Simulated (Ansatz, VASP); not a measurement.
# BaTe: VASP beside Ansatz

Contents of INCAR:

```
ALGO = Normal
EDIFF = 1E-7
ENCUT = 520
GGA = PE
ISIF = 2
ISMEAR = 0
LASPH = T
LCHARG = F
LREAL = F
LWAVE = F
NBANDS = 15
NELM = 80
PREC = Accurate
SIGMA = 0.05
```

The input KPOINTS:

```
k-points
0
Gamma
  8 8 8
```

File POSCAR:

```
BaTe
1.0
    0.0000000000      4.0037263922      4.0037263922
    4.0037263922      0.0000000000      4.0037263922
    4.0037263922      4.0037263922      0.0000000000
Ba Te
1 1
Direct
    0.0000000000      0.0000000000      0.0000000000
    0.2500000000      0.2500000000      0.2500000000
```

Input for Ansatz:

```yaml
crystal:
  lattice:
    - [0.0, 4.0037263922, 4.0037263922]
    - [4.0037263922, 0.0, 4.0037263922]
    - [4.0037263922, 4.0037263922, 0.0]
  atoms:
    - { symbol: Ba, position: [0.0, 0.0, 0.0] }
    - { symbol: Te, position: [0.25, 0.25, 0.25] }
basis:
  ecutwfc: 420
  ecutrho_ratio: 4
kpoints:
  mp_grid: { grid: [8, 8, 8] }
hamiltonian:
  xc: pbe
scf:
  occupations: { method: gaussian, width: 0.05 }
output:
  forces: true
  stress: true
  eigenvalues: true
```

Alike in both runs: task single point; functional PBE; k mesh 8 × 8 × 8; occupations gaussian, width 0.05 eV; no spin polarisation.

```csv
,VASP,Ansatz
version,VASP 6.6.1,Ansatz 0.2.0
potentials or method,"VASP PAW PBE potentials, release 64 (Ba_sv, Te)","scalar-relativistic, plane waves, PAW"
plane-wave cutoff (eV),520,420
valence electrons in the cell,16,26
```

|  | VASP | Ansatz | Ansatz less VASP |
| --- | --- | --- | --- |
| gap on the k mesh at the Fermi level (eV) | 2.48 | 2.47 | -0.007 |
| least direct gap on the mesh (eV) | 2.84 | 2.83 | -0.009 |
| pressure (GPa) | -0.9 | -1.1 | -0.16 |

The two sets of potentials don't hold the same shells in valence.

Caveats: spin-orbit coupling is left out, which moves the levels of the heavy elements. A k mesh can miss the band edges.
